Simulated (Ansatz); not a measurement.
Crystal: ZrSe2.

```xyz
3
Lattice="3.7980 0.0000 0.0000 -1.8990 3.2892 0.0000 0.0000 0.0000 6.1920" Properties=species:S:1:pos:R:3 pbc="T T T"
Zr    0.0000    0.0000    0.0000
Se    1.8990    1.0964    4.6440
Se    0.0000    2.1928    1.5480
```

Program: Ansatz 0.2.0. Alike in all runs: task band structure; potentials or basis Ansatz PAW; no spin polarisation; cell as given; k mesh 4 × 4 × 3; smearing fermi-dirac 0.05 eV; the mesh is coarse, so values aren't converged.

Q: Order these runs on this cell by their pressure, lowest first.
A. level r2SCANh; cutoff (eV) 500
B. level PBEsol0; cutoff (eV) 420
C. level HF; cutoff (eV) 420

A: B (-1.1 GPa), A (1.4 GPa), C (8.2 GPa).

Caveats: all runs use coarse meshes; the PAW data sets come from PBE, with cores solved anew for the run's functional, which leaves a small shift of forces and pressure; the thresholds are loose for stress.
